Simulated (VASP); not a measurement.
Computed with MS2 meta-GGA, VASP's PBE PAW potentials (set 64) (plane waves; VASP).

A VASP calculation is set up with these files.

INCAR:
```
ENCUT  =  520
SYSTEM  =  CsI
ALGO  =  Normal
IBRION  =  2   # conjugate gradients
ISMEAR  =  0   # Gaussian
LWAVE  =  .False.
METAGGA  =  MS2
SIGMA  =  0.05   # width (eV)
PREC  =  Accurate
LASPH  =  .True.   # aspherical one-centre terms
LREAL  =  .False.   # projection in real space or not
NELM  =  100
EDIFFG  =  -0.01
LMAXMIX  =  4
ISIF  =  3
EDIFF  =  1E-6   # SCF stop (eV)
LCHARG  =  .False.
NSW  =  60
LMIXTAU  =  .True.
```

**KPOINTS**
```
kpoints
0
Gamma
5 5 5
0 0 0
```

### POSCAR
```
CsI
1
    4.6136683249    -0.0000000000     0.0000000000
    0.0000000000     4.6136683249    -0.0000000000
    0.0000000000    -0.0000000000     4.6136683249
Cs I
1 1
Direct
  0.0000000000   0.0000000000   0.0000000000
  0.5000000000   0.5000000000   0.5000000000
```

POTCAR, in this order: Cs_sv I (PBE.64 set). Program: vasp_std.

The resulting files:

OUTCAR:
```
 ion  position               nearest neighbor table
   1  0.000  0.000  0.000-
   2  0.500  0.500  0.500-
  LATTYP: Found a simple cubic cell.
 ALAT       =     4.6136683249
 Subroutine PRICEL returns:
 Original cell was already a primitive cell.
 Subroutine GETGRP returns: Found 48 space group operations
The static configuration has the point symmetry O_h .
The dynamic configuration has the point symmetry O_h .
 Subroutine INISYM returns: Found 48 space group operations
 Subroutine IBZKPT returns following result:
 Found     10 irreducible k-points:

 Following reciprocal coordinates:
            Coordinates               Weight
  0.000000  0.000000  0.000000      1.000000
  0.200000  0.000000  0.000000      6.000000
  0.400000  0.000000  0.000000      6.000000
  0.200000  0.200000  0.000000     12.000000
  0.400000  0.200000  0.000000     24.000000
  0.400000  0.400000  0.000000     12.000000
  0.200000  0.200000  0.200000      8.000000
  0.400000  0.200000  0.200000     24.000000
  0.400000  0.400000  0.200000     24.000000
...
```

OSZICAR:
```
       N       E                     dE             d eps       ncg     rms          rms(c)
DAV:   1     0.901680253234E+02    0.90168E+02   -0.60254E+03   240   0.105E+03
DAV:   2     0.559532022022E+01   -0.84573E+02   -0.78234E+02   336   0.161E+02
DAV:   3    -0.108873571906E+01   -0.66841E+01   -0.66650E+01   312   0.521E+01
DAV:   4    -0.115883358645E+01   -0.70098E-01   -0.70088E-01   276   0.666E+00
DAV:   5    -0.115946246658E+01   -0.62888E-03   -0.62887E-03   300   0.646E-01    0.446E+00
DAV:   6     0.324268058810E+01    0.44021E+01   -0.20544E+00   240   0.218E+01    0.175E+00
DAV:   7     0.449330796430E+01    0.12506E+01   -0.17031E+00   240   0.151E+01    0.132E+00
DAV:   8     0.440810839046E+01   -0.85200E-01   -0.41124E-02   280   0.235E+00    0.757E-01
DAV:   9     0.401625394790E+01   -0.39185E+00   -0.56129E-01   240   0.725E+00    0.297E-01
DAV:  10     0.437569989428E+01    0.35945E+00   -0.46145E-01   240   0.799E+00    0.459E-01
DAV:  11     0.405604358686E+01   -0.31966E+00   -0.31922E-01   240   0.646E+00    0.258E-01
DAV:  12     0.435928133308E+01    0.30324E+00   -0.47195E-01   240   0.845E+00    0.963E-02
DAV:  13     0.436041179000E+01    0.11305E-02   -0.39628E-03   292   0.463E-01    0.137E-01
DAV:  14     0.436033264648E+01   -0.79144E-04   -0.42737E-05   276   0.540E-02    0.137E-01
DAV:  15     0.434384071125E+01   -0.16492E-01   -0.29088E-03   240   0.681E-01    0.151E-01
DAV:  16     0.433062089190E+01   -0.13220E-01   -0.16218E-02   240   0.158E+00    0.460E-01
DAV:  17     0.432901044012E+01   -0.16105E-02   -0.65337E-04   268   0.272E-01    0.472E-01
DAV:  18     0.432901369749E+01    0.32574E-05   -0.13488E-05   276   0.329E-02    0.477E-01
DAV:  19     0.432866030982E+01   -0.35339E-03   -0.18301E-04   248   0.105E-01    0.500E-01
DAV:  20     0.432848573100E+01   -0.17458E-03   -0.25181E-04   256   0.142E-01    0.613E-01
DAV:  21     0.432841021563E+01   -0.75515E-04   -0.23308E-05   284   0.321E-02    0.643E-01
DAV:  22     0.432900917951E+01    0.59896E-03   -0.11797E-03   280   0.257E-01    0.329E-01
DAV:  23     0.432914908830E+01    0.13991E-03   -0.53534E-04   276   0.127E-01    0.141E-01
DAV:  24     0.432917520044E+01    0.26112E-04   -0.11716E-04   276   0.713E-02    0.419E-02
DAV:  25     0.432918045510E+01    0.52547E-05   -0.11883E-05   244   0.410E-02    0.245E-02
DAV:  26     0.432916757900E+01   -0.12876E-04   -0.51869E-06   268   0.232E-02    0.126E-02
DAV:  27     0.432915004962E+01   -0.17529E-04   -0.13929E-05   276   0.290E-02    0.191E-02
DAV:  28     0.432913735885E+01   -0.12691E-04   -0.49990E-06   240   0.321E-02    0.189E-02
DAV:  29     0.432914321470E+01    0.58558E-05   -0.28813E-06   240   0.184E-02    0.152E-02
DAV:  30     0.432913999974E+01   -0.32150E-05   -0.25006E-06   236   0.186E-02    0.169E-02
DAV:  31     0.432914034789E+01    0.34815E-06   -0.14893E-07   132   0.516E-03
   1 F= 0.43291403E+01 E0= 0.43291403E+01  d E =0.432914E+01
```

**OUTCAR**
```
------------------------ aborting loop because EDIFF is reached ----------------------------------------
  FORCE on cell =-STRESS in cart. coord.  units (eV):
  Direction    XX          YY          ZZ          XY          YZ          ZX
  --------------------------------------------------------------------------------------
  Total       -0.0070947     -0.0070947     -0.0070947     -0.0000000     -0.0000000      0.0000000
  in kB       -0.1157451     -0.1157451     -0.1157451     -0.0000000     -0.0000000      0.0000000
  external PRESSURE =      -0.1157451 kB  Pullay stress =       0.0000000 kB
  volume of cell :       98.21
      direct lattice vectors                 reciprocal lattice vectors
     4.613668325  0.000000000  0.000000000     0.216747267  0.000000000  0.000000000
     0.000000000  4.613668325  0.000000000     0.000000000  0.216747267  0.000000000
     0.000000000  0.000000000  4.613668325     0.000000000  0.000000000  0.216747267
 POSITION                                       TOTAL-FORCE (eV/Angst)
 -----------------------------------------------------------------------------------
      0.00000      0.00000      0.00000         0.000000      0.000000      0.000000
      2.30683      2.30683      2.30683         0.000000      0.000000      0.000000
 -----------------------------------------------------------------------------------
    total drift:                               -0.000000      0.000000      0.000000
  FREE ENERGIE OF THE ION-ELECTRON SYSTEM (eV)
  ---------------------------------------------------
  free  energy   TOTEN  =         4.3291403479 eV

  energy  without entropy=        4.3291403479  energy(sigma->0) =        4.32914035

 reached required accuracy - stopping structural energy minimisation
```
(Selected blocks of OUTCAR.)

The compound is CsI in the CsCl type structure. It was relaxed first. The start is the result of an earlier pass.
